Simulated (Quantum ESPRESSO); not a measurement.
Crystal: CdTe.

```xyz
2
Lattice="0.0000 3.2050 3.2050 3.2050 0.0000 3.2050 3.2050 3.2050 0.0000" Properties=species:S:1:pos:R:3 pbc="T T T"
Te    4.8075    4.8075    4.8075
Cd    0.0000    0.0000    0.0000
```

| Quantity | Value |
| --- | --- |
| Program | Quantum ESPRESSO 7.5 |
| Task | phonons |
| Functional | LDA |
| Potentials or basis | GBRV 1.5 LDA |
| Cutoff | 612 eV |
| Density cutoff | 4898 eV |
| k mesh | 6 × 6 × 6, shifted |
| Occupations | fermi-dirac, width 0.05 eV |
| Spin | no spin polarisation |
| Target pressure | 5 GPa |
| Form of the LDA correlation | PZ81 |
| Mixing beta | 0.5 |
| Most SCF iterations | 120 |
| SCF threshold | 4e-10 Ry |

The cell and the atoms were relaxed first at 5 GPa, to 30.33 Å³/atom (a = 4.410 Å, b = 4.410 Å, c = 4.410 Å, α = 60.00°, β = 60.00°, γ = 60.00°), and the response was taken there.

The first run showed a gap, so the response started from a second, tighter run with fixed occupations.

Problem. How polar is the lattice: what are the Born charges, the two dielectric constants and the LO-TO splitting?

Solution. Born charges ±1.98 e; dielectric constants 8.98 (electrons alone) and 10.71 (static); transverse and longitudinal modes at 175 and 192 cm⁻¹.

Caveat: the cell is more than 3 GPa from zero pressure, which shifts response properties.
